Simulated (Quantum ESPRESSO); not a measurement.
Zr under changes of volume

One of the cells (23.719 Å³/atom); the others are scaled copies at fixed shape and fractional positions:

```xyz
1
Lattice="-1.8100 1.8100 1.8100 1.8100 -1.8100 1.8100 1.8100 1.8100 -1.8100" Properties=species:S:1:pos:R:3 pbc="T T T"
Zr    0.0000    0.0000    0.0000
```

This isn't the form of Zr at room conditions, which is hcp.

```yaml
Program: Quantum ESPRESSO 7.5
Functional: PBEsol
Potentials_or_basis: PseudoDojo 0.4.1 SR PBEsol standard
Cutoff: 898 eV
Density_cutoff: 3592 eV
k_mesh: 10 × 10 × 10
Occupations: fermi-dirac, width 0.05 eV
Spin: no spin polarisation
```

| volume (Å³/atom) | energy over the lowest point (meV/atom) | pressure (GPa) |
| --- | --- | --- |
| 22.296 | 0.00 | -2.3 |
| 22.770 | 9.72 | -4.0 |
| 23.245 | 24.22 | -5.5 |
| 23.719 | 42.91 | -6.9 |
| 24.193 | ? | ? |
| 24.668 | 91.54 | -9.4 |
| 25.142 | 121.06 | -10.5 |

**Question.** What does the run at 24.193 Å³/atom give?

**Answer.** Energy over the lowest point 65.42 meV/atom; pressure -8.2 GPa.

Worked out: A Birch-Murnaghan fit of order 3 (a polynomial in V^(-2/3)) to the other rows has its minimum at 21.64 Å³/atom, just outside them, with B0 = V·E''(V) = 87 GPa (rough, since the energies scatter). It gives 65.40 meV/atom at 24.193 Å³/atom, against the run's 65.42, and -dE/dV = -8.2 GPa, against -8.2.

Energies are extrapolated to zero smearing.
